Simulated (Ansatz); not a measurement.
The system is Fe.

```xyz
1
Lattice="-1.4430 1.4430 1.4430 1.4430 -1.4430 1.4430 1.4430 1.4430 -1.4430" Properties=species:S:1:pos:R:3 pbc="T T T"
Fe    0.0000    0.0000    0.0000
```

| Item | Value |
| --- | --- |
| Program | Ansatz 0.2.0 |
| Task | relaxation of cell and atoms |
| Functional | RPBE |
| Dispersion | D4 |
| Potentials or basis | Ansatz PAW |
| Cutoff | 420 eV (not typed: the program's choice for these potentials) |
| k mesh | 13 × 13 × 13 |
| Occupations | fermi-dirac, width 0.05 eV |
| Spin | collinear spin, ferromagnetic start |
| Starting moments | [3.0] μB |

At the start: volume 12.02 Å³/atom.

Task: Where does the relaxation end?

Result: It ends after 8 steps and the volume is 11.11 Å³/atom (-7.6 %); space group Im-3m (No. 229, to 0.05 Å); moment 2.11 μB per cell.

The path:
| step | energy change (eV) | largest force (eV/Å) | volume (Å³) |
| --- | --- | --- | --- |
| 1 | 0.0000 | 0.0000 | 12.02 |
| 2 | -0.0301 | 0.0000 | 11.51 |
| 3 | -0.0370 | 0.0000 | 10.92 |
| 4 | -0.0390 | 0.0000 | 11.10 |
| 5 | -0.0390 | 0.0000 | 11.11 |
| 6 | -0.0382 | 0.0000 | 11.11 |
| 7 | -0.0382 | 0.0000 | 11.11 |
| 8 | -0.0382 | 0.0000 | 11.11 |

Final structure:
```xyz
1
Lattice="-1.4057 1.4057 1.4057 1.4057 -1.4057 1.4057 1.4057 1.4057 -1.4057" Properties=species:S:1:pos:R:3 pbc="T T T"
Fe    0.0000    0.0000    0.0000
```

Caveat: the plane-wave basis is chosen anew once the cell has moved, so the energies of steps on either side of that aren't comparable; the PAW data sets come from PBE, with cores solved anew for the run's functional, which leaves a small shift of forces and pressure.
